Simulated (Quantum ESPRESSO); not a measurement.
# Ag under changes of volume

One of the cells (17.048 Å³/atom); the others are scaled copies at fixed shape and fractional positions:

```
Ag
1.0
     0.00000    2.04275    2.04275
     2.04275    0.00000    2.04275
     2.04275    2.04275    0.00000
Ag
1
Direct
  0.00000 0.00000 0.00000
```

| Quantity | Value |
| --- | --- |
| Program | Quantum ESPRESSO 7.5 |
| Functional | PBE |
| Potentials or basis | PseudoDojo 0.5 SR PBE standard |
| Cutoff | 1116 eV |
| Density cutoff | 4463 eV |
| k mesh | 11 × 11 × 11 |
| Occupations | fermi-dirac, width 0.05 eV |
| Spin | no spin polarisation |

```tsv
volume (Å³/atom)	energy over the lowest point (meV/atom)	pressure (GPa)
16.025	63.14	12.8
16.366	39.02	9.6
16.707	21.41	6.8
17.048	9.52	4.3
17.389	?	?
17.730	0.00	0.2
18.071	1.11	-1.5
```

What does the run at 17.389 Å³/atom give?

Energy over the lowest point 2.59 meV/atom; pressure 2.1 GPa.

Worked out: A Birch-Murnaghan fit of order 3 (a polynomial in V^(-2/3)) to the other rows has its minimum at 17.79 Å³/atom with B0 = V·E''(V) = 89 GPa and B' = 6.4. It gives 2.60 meV/atom at 17.389 Å³/atom, against the run's 2.59, and -dE/dV = 2.2 GPa, against 2.1.

Energies are extrapolated to zero smearing.
